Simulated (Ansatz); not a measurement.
Contact densities of Li against volume

```yaml
crystal:
  lattice:
    - [0.00000, 2.16142, 2.16142]
    - [2.16142, 0.00000, 2.16142]
    - [2.16142, 2.16142, 0.00000]
  atoms:
    - { symbol: Li, position: [0.00000, 0.00000, 0.00000] }
```

The conventional cell has a = 4.323 Å, b = 4.323 Å, c = 4.323 Å, α = 90.00°, β = 90.00°, γ = 90.00°. Li (atom 1) has 12 Li at 3.06 Å as nearest neighbours.

The structure comes from a relaxation in the same program, started in the fcc type, and has space group Fm-3m. Whether it is a known phase or the ground state wasn't checked.

The calculation used Ansatz 0.2.0, DFT, PBE, all-electron PAW with datasets made for the crystal, scalar-relativistic.

Sampling and basis: a Γ-centred 17×17×17 k mesh, Fermi–Dirac smearing of 0.08 eV, cutoff 100 eV (chosen by the program for this cell), no spin polarisation.

The contact density is the mean electron density over the nuclear volume; its changes follow the s electrons' response to bonding and compression. Changes below are taken from the unscaled cell, where it is 94.7595 e/Å³ at Li.

```csv
V/V(cell),P (GPa),Δρ(0) Li (e/Å³)
0.9500,0.8,0.03
1.0000,0.0,0.00
1.0500,-0.6,-0.03
```

The datasets are made afresh for each cell, so very small changes are uncertain.
